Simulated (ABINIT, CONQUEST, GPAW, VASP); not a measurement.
## C: equilibrium volume by level of theory

The structure is cubic, space group Fd-3m (No. 227). The conventional cell has a = 3.567 Å, b = 3.567 Å, c = 3.567 Å, α = 90.00°, β = 90.00°, γ = 90.00°. Around C (site symmetry -43m) lie 4 C at 1.54 Å.

```csv
rung,level,program and potentials,cutoff (eV),k mesh,smearing,task,equilibrium volume (Å³/atom),miss,notes
GGA,BLYP,"GPAW, PAW data sets generated for this functional",800,10 × 10 × 10,fermi-dirac 0.05,equation of state,5.83,+2.8 %,-
GGA,PBE,"ABINIT, PseudoDojo NC SR PBE v0.4.1 standard",1116,10 × 10 × 10,fermi-dirac 0.05,relaxation of cell and atoms,5.70,+0.5 %,-
GGA,PBE,"CONQUEST, PseudoDojo NC PBE, DZ, grid of 24 × 24 × 36 points",-,10 × 10 × 8,fermi-dirac 0.05,equation of state,5.84,+3.0 %,atomic basis; cell of 4 atoms
GGA,PBE,"VASP, PBE PAW files C_s, 480 eV",480,13 × 13 × 13,fermi-dirac 0.05,relaxation of cell and atoms,(a),?,-
GGA,PBEsol,"ABINIT, PseudoDojo NC SR PBEsol v0.4.1 standard",1007,10 × 10 × 10,fermi-dirac 0.05,relaxation of cell and atoms,(b),?,-
GGA + dispersion,PBEsol+D3(BJ),"VASP, PBE PAW files C, 600 eV",600,13 × 13 × 13,fermi-dirac 0.05,relaxation of cell and atoms,5.57,-1.8 %,potentials made for PBE
non-local van der Waals functional,optB86b-vdW,"VASP, PBE PAW files C, 600 eV",600,13 × 13 × 13,fermi-dirac 0.05,relaxation of cell and atoms,5.69,+0.4 %,potentials made for PBE
hybrid,PBE-EpsX,"VASP, PBE PAW files C, 600 eV",600,7 × 7 × 7,fermi-dirac 0.05,relaxation of cell and atoms,5.61,-1.1 %,coarse mesh; potentials made for PBE; exact-exchange share 1/ε∞
```

All rows: no spin polarisation. Smearing widths are in eV. Meshes differ between rows, which moves values too. Meshes are those of the run's cell of 2 atoms unless a note names another. Relaxations start from the cell shown or near it and stop with a little pressure left. Misses use the values as printed. Runs on faulty files, with rough fits or with known faults for this quantity aren't shown. No row holds spin-orbit coupling.

Measured: 5.67 Å³/atom at 293.15 K (COD entry, doi:10.1021/ja01156a043). The runs are for a static lattice.

**Question.** Estimate the values left out from the other rows.

**Answer.** (a) 5.71 Å³/atom, miss +0.7 %; (b) 5.63 Å³/atom, miss -0.7 %.
